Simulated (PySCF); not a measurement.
Unrelated species, one level of theory. The calculation used TDDFT B3LYP/def2-SVPD, vertical, gas phase, core orbitals frozen in the response in PySCF. Geometries: GFN2-xTB; one conformer of each isolated species. Triplets are in the Tamm–Dancoff approximation.

Question: Rank by computed lowest singlet excitation energy, lowest first.
A. `C1CC12CC2` (C5H8)
B. `COC/C=N/C(C)=O` (C5H9NO2)
C. `N[SiH2][SiH2]N` (H8N2Si2)
D. `CNC(=O)C1COC1` (C5H9NO2)
E. `C=N[C@H](C)CC(=O)O` (C5H9NO2)
F. `CNN` (CH6N2)
G. `CO[C@H](CO)CC#N` (C5H9NO2)
H. `C=NC[C@@H](C=O)OC` (C5H9NO2)

Answer: H (4.19 eV), B (4.32 eV), E (4.87 eV), C (5.30 eV), F (5.59 eV), D (5.73 eV), G (6.88 eV), A (7.51 eV).

```
            SMILES  S1 (eV)  HOMO (eV)  f (S1)  first f ≥ 0.01 (nm)  T1 (eV)      S1 mainly
 C=NC[C@@H](C=O)OC     4.19      -7.10   0.001                  214     3.62    H-1→L (63%)
    COC/C=N/C(C)=O     4.32      -7.13   0.001                  227     3.89      H→L (95%)
C=N[C@H](C)CC(=O)O     4.87      -7.16   0.001                  185     4.07      H→L (99%)
    N[SiH2][SiH2]N     5.30      -7.01   0.001                  188     5.04      H→L (98%)
               CNN     5.59      -6.28   0.014                  222     5.33      H→L (98%)
     CNC(=O)C1COC1     5.73      -7.13   0.001                  178     5.27  H-1→L+1 (47%)
   CO[C@H](CO)CC#N     6.88      -7.86   0.003                  163     6.48      H→L (93%)
         C1CC12CC2     7.51      -7.65   0.012                  165     7.39      H→L (98%)
```

H and L stand for HOMO and LUMO.

Mean S1 by what the SMILES shows (count): single bonds only 6.13 eV (3); a double or triple bond but no aromatic ring 5.20 eV (5).

- `C=NC[C@@H](C=O)OC`: Löwdin shares by element: HOMO nitrogen 36%, oxygen 17% or more, carbon 16% or more (atoms not listed hold the other 32%); LUMO carbon 50% or more, oxygen 33% or more, hydrogen 6% or more.
- `COC/C=N/C(C)=O`: Löwdin shares by element: HOMO oxygen 51%, nitrogen 20%, carbon 8% or more (atoms not listed hold the other 21%); LUMO carbon 41% or more, nitrogen 32%, hydrogen 5% or more (atoms not listed hold the other 22%).
- `C=N[C@H](C)CC(=O)O`: Löwdin shares by element: HOMO nitrogen 58%, carbon 23% or more, hydrogen 5% or more; LUMO carbon 38% or more, nitrogen 37%, hydrogen 16% or more.
- `N[SiH2][SiH2]N`: Löwdin shares by element: HOMO nitrogen 54%, silicon 19% (atoms not listed hold the other 26%); LUMO silicon 48%, nitrogen 16% (atoms not listed hold the other 36%).
- `CNN`: Löwdin shares by element: HOMO nitrogen 73%, carbon 8%, hydrogen 6% or more; LUMO hydrogen 32% or more, carbon 21%, nitrogen 13% or more (atoms not listed hold the other 34%).
- `CNC(=O)C1COC1`: Löwdin shares by element: HOMO oxygen 60% or more, carbon 19% or more, hydrogen 5% or more (atoms not listed hold the other 16%); LUMO hydrogen 25% or more, carbon 21% or more (atoms not listed hold the other 54%).
- `CO[C@H](CO)CC#N`: Löwdin shares by element: HOMO oxygen 55%, carbon 17% or more (atoms not listed hold the other 28%); LUMO carbon 37% or more, hydrogen 9% or more (atoms not listed hold the other 54%).
- `C1CC12CC2`: Löwdin shares by element: HOMO carbon 79% or more (atoms not listed hold the other 21%); LUMO carbon 52% or more (atoms not listed hold the other 48%).
